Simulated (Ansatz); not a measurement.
A run of Ansatz 0.2.0 is set up as follows.

File input.yaml:

```yaml
crystal:
  lattice:
    - [0.0, 2.22, 2.22]
    - [2.22, 0.0, 2.22]
    - [2.22, 2.22, 0.0]
  atoms:
    - { symbol: Hf, position: [0.0, 0.0, 0.0] }
hamiltonian:
  xc: pbe
  pseudopotentials: { kind: paw }
kpoints:
  mp_grid: { grid: [10, 10, 10] }
scf:
  occupations: { method: gaussian, width: 0.014 }
output:
  forces: true
  stress: true
  eigenvalues: true
  write_density: true
  write_potential: true
  elf: true
  volumetric_format: npy
```

Potentials or basis: Ansatz PAW.

Command:

```bash
$ ansatz run input.yaml --threads 2 --pin off --max-ram 5632MiB --backend cpu --events-out ev --progress --plain --runs-dir out
```

Q: Predict the pressure.

A: 2.9 GPa.

Q: Predict the band gap on the k mesh.

A: None (metal or under the smearing width).

The run has no spin-orbit coupling, so splittings on Hf are missing.
